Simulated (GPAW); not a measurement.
# RbBr (Fm-3m): refractive index against wavelength

The refractive index of RbBr (Fm-3m) below the direct gap (4.37 eV on the mesh) is read from one computed spectrum, n = √(Re ε).

Cell: a, b, c = 4.847, 4.847, 4.847 Å (primitive vectors), 2 atoms.

Method: GPAW 26.7.0, PBE, RPA, k-mesh 9×9×9, local fields up to 60 eV, Lorentzian half width 0.15 eV.

Launch of the response step: `OMP_NUM_THREADS=1 python df.py`. The run took 68 s, its band step included, on 1 thread of Arm Neoverse V2, with other jobs on the host.

| wavelength (nm) | photon energy E (eV) | n |
| --- | --- | --- |
| 1064 | 1.165 | 1.5416 |
| 850 | 1.459 | 1.5463 |
| 700 | 1.771 | ? |
| 633 | 1.959 | 1.5573 |
| 532 | 2.331 | 1.5684 |
| 450 | 2.755 | 1.5849 |
| 405 | 3.061 | 1.6001 |

In the single-oscillator model n² − 1 = E₀E_d/(E₀² − E²), so 1/(n² − 1) = E₀/E_d − E²/(E₀E_d) is linear in E².

Working, on the rows shown:

| x = E² (eV²) | y = 1/(n² − 1) |
| --- | --- |
| 1.35784 | 0.726464 |
| 2.12762 | 0.718885 |
| 3.83641 | 0.701664 |
| 5.43137 | 0.684988 |
| 7.59115 | 0.661416 |
| 9.37179 | 0.640894 |

Means: x̄ = 4.9527, ȳ = 0.68905. Σ(x − x̄)(y − ȳ) = -0.5205, Σ(x − x̄)² = 48.87. Slope = -0.5205 / 48.87 = -0.01065; intercept = ȳ − slope · x̄ = 0.74181. Turned back into n, the line misses the rows shown by at most 0.00083.

Task: Predict the last column of the withheld row from the fit.

Result: At x = 3.1372 the line gives y = 0.70839, that is 1.5529. The run gave 1.5527, so the interpolation is off by 0.00025, 0.4 % of the range in the table.

Refitted with all rows, the slope is -0.01066 and the intercept 0.74192. These give E₀ = √(intercept/−slope) = 8.34 eV and E_d = E₀/intercept = 11.2 eV; E₀ is 1.9 times the direct gap. The electronic limit at long wavelengths, without lattice vibrations, is n = √(1 + 1/intercept) = 1.532. The cell comes from an older database entry, whose edges can be off by a per cent or so. Excitons are left out; PBE gaps are as a rule too small. The values come from a sum over the points of one k-mesh and carry its error, which grows as the direct gap shrinks. Spin-orbit coupling is left out.
